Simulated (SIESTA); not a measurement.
Crystal: BaS.

```
Ba S
1.0
     0.00000    3.19375    3.19375
     3.19375    0.00000    3.19375
     3.19375    3.19375    0.00000
Ba S
1 1
Direct
  0.00000 0.00000 0.00000
  0.50000 0.50000 0.50000
```

Base run:

| Quantity | Value |
| --- | --- |
| Program | SIESTA 5.4.2 |
| Functional | vdW-DF-cx |
| Potentials or basis | PseudoDojo 0.4 standard (PBE files) |
| Basis | DZP (energy shift 0.003 Ry; two zetas on semicore shells; d shell added on Ba) |
| Grid cutoff | 500 Ry |
| Energy shift | 0.003 Ry |
| k mesh | 7 × 7 × 7 |
| Occupations | fermi-dirac, width 0.05 eV |
| Spin | no spin polarisation |

Its results: band gap on the k mesh 2.10 eV, indirect (least direct gap 2.25 eV); pressure 0.3 GPa.

Question: The run is repeated on the same cell with these changes: functional from vdW-DF-cx to BLYP. What comes out?

Answer: Band gap on the k mesh 2.21 eV, indirect (least direct gap 2.36 eV); pressure 4.3 GPa.

Caveats: this set's barium file shifts pressures by up to 1 GPa against other sets; the potentials were made for another functional, which shifts forces and pressure; spin-orbit coupling is left out, which moves the levels of the heavy elements; the basis of atomic orbitals isn't converged, which shifts pressures, moduli and gaps.

A k mesh can miss the band edges.
